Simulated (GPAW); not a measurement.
# W (Fm-3m) in GPAW: settings compared

One crystal, W, is run at these levels: PBEsol, PBE; tasks: single point.

Everything below comes from runs of GPAW 26.7.0. Logs are shortened: lines on timing, memory, paths and dates and some standing lists are left out, and cuts for length are marked. The log counts tension as positive stress, the text compression.

**1. The structure**

Symmetry: Fm-3m, No. 225, cubic system. Conventional cell: a = 4.060 Å, b = 4.060 Å, c = 4.060 Å, α = 90.00°, β = 90.00°, γ = 90.00°. Around W (site symmetry m-3m) lie 12 W at 2.87 Å.

This isn't the form of W at room conditions, which is bcc.

**2. Single point, PBEsol**

File run.py:

```python
from ase import Atoms
from ase.dft.bandgap import bandgap
from ase.io import write
from ase.units import GPa
from gpaw import GPAW, PW, setup_paths

setup_paths.insert(0, '.')

atoms = Atoms(['W'],
              cell=[[0.0, 2.03, 2.03],
                    [2.03, 0.0, 2.03],
                    [2.03, 2.03, 0.0]],
              scaled_positions=[[0.0, 0.0, 0.0]],
              pbc=True)

calc = GPAW(mode=PW(600),
            xc='PBEsol',
            kpts={'size': (11, 11, 11), 'gamma': True},
            occupations={'name': 'methfessel-paxton', 'order': 0, 'width': 0.02},
            nbands=16,
            convergence={'density': 1e-05, 'energy': 1e-05},
            maxiter=150,
            txt='gpaw.txt')
atoms.calc = calc
energy = atoms.get_potential_energy()
forces = atoms.get_forces()
stress = atoms.get_stress()
calc.write('gs.gpw')
write('result.traj', atoms)
print(f'Energy: {energy:.6f} eV')
print('Forces (eV/A):')
print(forces.round(4))
print('Stress (GPa):', (stress / GPa).round(3))
print('Fermi level:', round(calc.get_fermi_level(), 4), 'eV')
print(f'Gap: {bandgap(calc)[0]:.4f} eV, direct: {bandgap(calc, direct=True)[0]:.4f} eV')
```

Potentials or basis: PAW data sets generated in the run's folder for this functional, pw.

Run with:

```console
$ gpaw-setup -f PBEsol W
$ OMP_NUM_THREADS=1 python run.py
```

gpaw.txt:

```text
__  _  _
 | _ |_)|_||  |
 |__||  | ||/\| - 26.7.0

Input parameters:
  mode=PW(ecut=600.0),
  convergence={'density': 1e-05, 'energy': 1e-05},
  kpts=MonkhorstPack(size=(11, 11, 11), gamma=True),
  maxiter=150,
  nbands=16,
  occupations=Occupations(name='methfessel-paxton', order=0, width=0.02),
  xc=XC(name='PBEsol')

Diagonalizing LCAO Hamiltonian
Converting LCAO to pw mode

       W

Atoms  # Å, Bohr magnetons
|   | symbol |        x |        y |        z |    initial magnetic moments |
|---|--------|----------|----------|----------|-----------------------------|
| 0 |      W | 0.000000 | 0.000000 | 0.000000 | ( 0.0000,  0.0000,  0.0000) |

Unit cell  # Å
| periodic |        x |        y |        z |  lengths |    angles |
|----------|----------|----------|----------|----------|-----------|
|      yes | 0.000000 | 2.030000 | 2.030000 | 2.870854 | 60.000000 |
|      yes | 2.030000 | 0.000000 | 2.030000 | 2.870854 | 60.000000 |
|      yes | 2.030000 | 2.030000 | 0.000000 | 2.870854 | 60.000000 |

Number of symmetries: 48
Symmetry operations  # r_c * U_cc + t_c -> r_c
|    | kind |            matrix            |
|----|------|------------------------------|
|  0 |  σ   |  1, 0, 0,  1, 0,-1,  1,-1, 0 |
|  1 |  C2  |  1, 0, 0,  1,-1, 0,  1, 0,-1 |
|  2 |  E   |  1, 0, 0,  0, 1, 0,  0, 0, 1 |
|  3 |  σ   |  1, 0, 0,  0, 0, 1,  0, 1, 0 |
|  4 |  C4  |  1, 0,-1,  1, 0, 0,  1,-1, 0 |
|  5 |  S6  |  1, 0,-1,  1,-1, 0,  1, 0, 0 |
|  6 |  σ   |  1, 0,-1,  0, 1,-1,  0, 0,-1 |
|  7 |  C3  |  1, 0,-1,  0, 0,-1,  0, 1,-1 |
|  8 |  S6  |  1,-1, 0,  1, 0, 0,  1, 0,-1 |
|  9 |  C4  |  1,-1, 0,  1, 0,-1,  1, 0, 0 |
| 10 |  C3  |  1,-1, 0,  0,-1, 1,  0,-1, 0 |
| 11 |  σ   |  1,-1, 0,  0,-1, 0,  0,-1, 1 |
| 12 |  σ   |  0, 1, 0,  1, 0, 0,  0, 0, 1 |
| 13 |  C4  |  0, 1, 0,  0, 1,-1, -1, 1, 0 |
| 14 |  C3  |  0, 1, 0,  0, 0, 1,  1, 0, 0 |
| 15 |  S6  |  0, 1, 0, -1, 1, 0,  0, 1,-1 |
| 16 |  C2  |  0, 1,-1,  1, 0,-1,  0, 0,-1 |
| 17 |  σ   |  0, 1,-1,  0, 1, 0, -1, 1, 0 |
| 18 |  S4  |  0, 1,-1,  0, 0,-1,  1, 0,-1 |
| 19 |  C4  |  0, 1,-1, -1, 1, 0,  0, 1, 0 |
| 20 |  C3  |  0, 0, 1,  1, 0, 0,  0, 1, 0 |
| 21 |  σ   |  0, 0, 1,  0, 1, 0,  1, 0, 0 |
| 22 |  S6  |  0, 0, 1,  0,-1, 1, -1, 0, 1 |
| 23 |  C4  |  0, 0, 1, -1, 0, 1,  0,-1, 1 |
| 24 |  S4  |  0, 0,-1,  1, 0,-1,  0, 1,-1 |
| 25 |  C3  |  0, 0,-1,  0, 1,-1,  1, 0,-1 |
| 26 |  C2  |  0, 0,-1,  0,-1, 0, -1, 0, 0 |
| 27 |  S6  |  0, 0,-1, -1, 0, 0,  0,-1, 0 |
| 28 |  S4  |  0,-1, 1,  1,-1, 0,  0,-1, 0 |
| 29 |  C4  |  0,-1, 1,  0, 0, 1, -1, 0, 1 |
| 30 |  C2  |  0,-1, 1,  0,-1, 0,  1,-1, 0 |
| 31 |  σ   |  0,-1, 1, -1, 0, 1,  0, 0, 1 |
| 32 |  C3  |  0,-1, 0,  1,-1, 0,  0,-1, 1 |
| 33 |  S6  |  0,-1, 0,  0, 0,-1, -1, 0, 0 |
| 34 |  S4  |  0,-1, 0,  0,-1, 1,  1,-1, 0 |
| 35 |  C2  |  0,-1, 0, -1, 0, 0,  0, 0,-1 |
| 36 |  C2  | -1, 1, 0,  0, 1, 0,  0, 1,-1 |
| 37 |  S6  | -1, 1, 0,  0, 1,-1,  0, 1, 0 |
| 38 |  S4  | -1, 1, 0, -1, 0, 1, -1, 0, 0 |
| 39 |  C3  | -1, 1, 0, -1, 0, 0, -1, 0, 1 |
| 40 |  S6  | -1, 0, 1,  0, 0, 1,  0,-1, 1 |
| 41 |  C2  | -1, 0, 1,  0,-1, 1,  0, 0, 1 |
| 42 |  C3  | -1, 0, 1, -1, 1, 0, -1, 0, 0 |
| 43 |  S4  | -1, 0, 1, -1, 0, 0, -1, 1, 0 |
| 44 |  C2  | -1, 0, 0,  0, 0,-1,  0,-1, 0 |
| 45 |  i   | -1, 0, 0,  0,-1, 0,  0, 0,-1 |
| 46 |  σ   | -1, 0, 0, -1, 1, 0, -1, 0, 1 |
| 47 |  C2  | -1, 0, 0, -1, 0, 1, -1, 1, 0 |

BZ-sampling:
  Number of BZ points: 1331
  Number of IBZ points: 56

  Monkhorst-Pack size: [11, 11, 11]
  Monkhorst-Pack shift: [0, 0, 0]

K-points  # in reciprocal-cell coordinates
|     |                                coordinates |     weight |
|-----|--------------------------------------------|------------|
|   0 | (  0.00000000,   0.00000000,   0.00000000) | 0.00075131 |
|   1 | (  0.09090909,   0.09090909,   0.00000000) | 0.00450789 |
|   2 | (  0.09090909,   0.09090909,   0.09090909) | 0.00601052 |
|   3 | (  0.18181818,   0.09090909,   0.09090909) | 0.00901578 |
|   4 | (  0.18181818,   0.18181818,   0.00000000) | 0.00450789 |
|   5 | (  0.18181818,   0.18181818,   0.09090909) | 0.01803156 |
|   6 | (  0.18181818,   0.18181818,   0.18181818) | 0.00601052 |
|   7 | (  0.27272727,   0.18181818,   0.09090909) | 0.01803156 |
|   8 | (  0.27272727,   0.18181818,   0.18181818) | 0.01803156 |
|   9 | (  0.27272727,   0.27272727,   0.00000000) | 0.00450789 |
| ... |                                            |            |
|  55 | (  0.45454545,   0.45454545,   0.45454545) | 0.00601052 |

Plane wave coefficients: 568
Cutoff: 600.0 eV

Spin-components: 1 (collinear spins)
Bands:           16
Projectors:      6
Spin-degeneracy: 2
Datatype:        complex128

Parallelization:
  kpt:    1
  domain: 1
  band:   1

Density:
  Valence electrons: 14.0
  Components: 1
  Grid points: [18 18 18]
  Charge: 0.0  # |e|

Potential:
  Grid points: [18 18 18]

species:
  W:
    name:    Tungsten
    Z:       74.0
    valence: 14
    core:    60
    charge:  0.0  # [|e|]
    compensation charges:
      type: gauss
      rc: 0.40  # [Å]
      lmax: 2
    cutoffs:
      filter: 2.36  # [Å]
      core: 3.02  # [Å]
    projectors
    | kind |    occ | energy [eV] | rcut [Å] |
    |------|--------|-------------|----------|
    |   5s |  2.000 |     -78.864 |    1.344 |
    |   6s |  2.000 |      -5.730 |    1.344 |
    |   5p |  6.000 |     -43.252 |    1.355 |
    |   6p |  0.000 |      -1.338 |    1.355 |
    |   5d |  4.000 |      -4.526 |    1.228 |
    |    d |        |      22.686 |    1.228 |

    Using partial waves for W as LCAO basis

Reference energy: -438642.771174  # eV

eigensolver:
  PPCG
  Converge bands: occupied
  niter=2

density mixing:
  MSR1-Mixer
  Pratt-step length: 0.05
  Maximum mixing coefficient: 0.75
  Old densities: 10
  SVD Regularization: 0.005
  Good broyden scale: 1.0
  Trust region scale: 1.0
  Backstep threshold: 4.0
  History deletion threshold: 6.0
  Fourier metric: weight=20.0, sigma=0.015

occupation numbers:
  Methfessel-Paxton:
    width: 0.0200  # eV
    order: 0

poisson solver:
  ecut: 4800.0  # eV

xc functional:
  name: PBEsol with 2 nearest neighbor stencil

convergence criteria:
- Maximum integral of absolute [dens]ity change: 1e-05 electrons / valence electron
- Maximum [total energy] change in last 3 cyles: 1e-05 eV / valence electron
- Maximum integral of absolute [eigenst]ate change: 4e-08 eV^2 / valence electron
maximum number of iterations: 150

SCF iterations
|iter     | |      energy | eigst |  dens |
|---------|-|-------------|-------|-------|
|iter:   1| |  -12.145558 | -0.18 |       |
|iter:   2| |  -12.104022 | -3.27 | -1.22 |
|iter:   3| |  -11.903230 | -2.17 | -1.26 |
|iter:   4| |  -11.904332 | -3.85 | -2.00 |
|iter:   5| |  -11.904992 | -4.79 | -2.37 |
|iter:   6| |  -11.904994 | -7.20 | -3.64 |
|iter:   7| |  -11.904994c| -8.22c| -4.11 |
|iter:   8| |  -11.904994c| -9.11c| -5.43c|

Converged in 8 steps
Energy contributions relative to reference atoms: (reference = -438642.771174)

Energy contributions:
  Kinetic:          -0.738071
  Coulomb:          -1.610190
  Zero:             -0.035464
  External:          0.000000
  Xc:               -9.521217
  Entropy:          -0.000106
  Spinorbit:         0.000000
  ----------------------------
  Free energy:     -11.905047
  Extrapolated:    -11.904994

dipole moment: (-15.169781, -15.169781, -15.169781)  # |e|*Ang

Fermi level: 13.077
Eigenvalues  # (at kpt = [0.000, 0.000, 0.000])
| band index |      eig [eV] | occ [0-2] |
|------------|---------------|-----------|
|          0 |       -60.395 |     2.000 |
|          1 |       -24.307 |     2.000 |
|          2 |       -24.307 |     2.000 |
|          3 |       -24.307 |     2.000 |
|          4 |         4.220 |     2.000 |
|          5 |        12.533 |     2.000 |
|          6 |        12.533 |     2.000 |
|          7 |        12.533 |     2.000 |
|          8 |        15.552 |     0.000 |
|          9 |        15.552 |     0.000 |
|         10 |        26.061 |     0.000 |
|         11 |        31.232 |     0.000 |
|         12 |        31.232 |     0.000 |
|         13 |        31.232 |     0.000 |
|         14 |        35.326 |     0.000 |
|         15 |        46.321 |     0.000 |

No gap
No difference between direct/indirect transitions

Forces  # eV/Ang
|       x |        y |        z |
|---------|----------|----------|
| 0.00000 | -0.00000 | -0.00000 |  # W    0

Stress tensor  # eV/Ang^3
|         x |        y |         z |
|-----------|----------|-----------|
|  0.082131 | 0.000000 | -0.000000 |
|  0.000000 | 0.082131 |  0.000000 |
| -0.000000 | 0.000000 |  0.082131 |

# Writing to gs.gpw (mode='')
```

It took 16 s on 1 thread of Arm Neoverse V1, shared host; peak memory 0.14 GiB.

Results:

```
Free energy            : -11.9050 eV
Pressure               : -13.2 GPa
Band gap on the k mesh : none (metal or under the smearing width)
```

Levels at points of the mesh, in eV from the Fermi level:
| k point | band 3 | band 4 | band 5 | band 6 | band 7 | band 8 | band 9 | band 10 | band 11 | band 12 |
| --- | --- | --- | --- | --- | --- | --- | --- | --- | --- | --- |
| (0.00, 0.00, 0.00) | -37.38 | -37.38 | -8.86 | -0.54 | -0.54 | -0.54 | 2.48 | 2.48 | 12.98 | 18.15 |

Spin-orbit coupling is left out, which matters for the levels of W.

**3. Single point, PBE**

run.py: that of step 2 with these lines changed.

```diff
@@ -4,5 +4,3 @@
 from ase.units import GPa
-from gpaw import GPAW, PW, setup_paths
-
-setup_paths.insert(0, '.')
+from gpaw import GPAW, PW
 
@@ -16,5 +14,5 @@
 calc = GPAW(mode=PW(600),
-            xc='PBEsol',
+            xc='PBE',
             kpts={'size': (11, 11, 11), 'gamma': True},
-            occupations={'name': 'methfessel-paxton', 'order': 0, 'width': 0.02},
+            occupations={'name': 'methfessel-paxton', 'order': 0, 'width': 0.1},
             nbands=16,
```

Potentials or basis: GPAW PAW data sets (gpaw-data 1.2.1), pw.

Run with:

```console
$ OMP_NUM_THREADS=1 python run.py
```

Run time: 13 s. Hardware: 1 thread of Arm Neoverse V1, shared host; peak memory 0.14 GiB.

Results (log left out):

```yaml
Free_energy: -11.1078 eV
Pressure: -5.2 GPa
Band_gap_on_the_k_mesh: none (metal or under the smearing width)
```

Levels at points of the mesh, in eV from the Fermi level:
| k point | band 4 | band 5 | band 6 | band 7 | band 8 | band 9 | band 10 | band 11 |
| --- | --- | --- | --- | --- | --- | --- | --- | --- |
| (0.00, 0.00, 0.00) | -37.42 | -8.85 | -0.54 | -0.54 | -0.54 | 2.49 | 2.49 | 12.94 |

**4. Single point, PBE**

File run.py:

```python
from ase.dft.bandgap import bandgap
from ase.io import read, write
from ase.units import Bohr, GPa
from gpaw import GPAW, PW
from gpaw.elf import elf_from_dft_calculation

atoms = read('POSCAR')

calc = GPAW(mode=PW(600),
            xc='PBE',
            kpts={'size': (11, 11, 11), 'gamma': True},
            occupations={'name': 'methfessel-paxton', 'order': 0, 'width': 0.02},
            nbands=16,
            convergence={'density': 1e-05, 'energy': 1e-05},
            maxiter=150,
            txt='gpaw.txt')
atoms.calc = calc
energy = atoms.get_potential_energy()
forces = atoms.get_forces()
stress = atoms.get_stress()
calc.write('gs.gpw')
write('result.traj', atoms)
print(f'Energy: {energy:.6f} eV')
print('Forces (eV/A):')
print(forces.round(4))
print('Stress (GPa):', (stress / GPa).round(3))
print('Fermi level:', round(calc.get_fermi_level(), 4), 'eV')
print(f'Gap: {bandgap(calc)[0]:.4f} eV, direct: {bandgap(calc, direct=True)[0]:.4f} eV')

# fields on the real-space grid
write('density.cube', atoms, data=calc.get_pseudo_density() * Bohr**3)
write('potential.cube', atoms, data=calc.get_electrostatic_potential())
write('elf.cube', atoms, data=elf_from_dft_calculation(calc).data)
```

File POSCAR:

```
W
1.0
    0.0000000000      2.0300000000      2.0300000000
    2.0300000000      0.0000000000      2.0300000000
    2.0300000000      2.0300000000      0.0000000000
W
1
Direct
    0.0000000000      0.0000000000      0.0000000000
```

Run with:

```console
$ OMP_NUM_THREADS=1 python run.py
```

Wall time 13 s (1 thread of Arm Neoverse V1, shared host); peak memory 0.14 GiB.

The run converged. Its results:

| Item | Value |
| --- | --- |
| Free energy | -11.1058 eV |
| Pressure | -5.3 GPa |
| Band gap on the k mesh | none (metal or under the smearing width) |

Levels at points of the mesh, in eV from the Fermi level:
```csv
k point,band 4,band 5,band 6,band 7,band 8,band 9,band 10,band 11
"(0.00, 0.00, 0.00)",-37.43,-8.85,-0.54,-0.54,-0.54,2.49,2.49,12.94
```

Spin-orbit coupling is left out, which matters for the levels of W.

**5. Summary**

```csv
level,potentials or basis,smearing,gap on the mesh (eV),pressure (GPa)
PBEsol,"PAW data sets generated in the run's folder for this functional, pw",gaussian 0.02 eV,none,-13.2
PBE,"GPAW PAW data sets (gpaw-data 1.2.1), pw",gaussian 0.1 eV,none,-5.2
PBE,"GPAW PAW data sets (gpaw-data 1.2.1), pw",gaussian 0.02 eV,none,-5.3
```

Alike in all rows: task single point; no spin polarisation; cell as given; k mesh 11 × 11 × 11; cutoff (eV) 600.

Absolute energies hang on the potentials; compare differences alone.
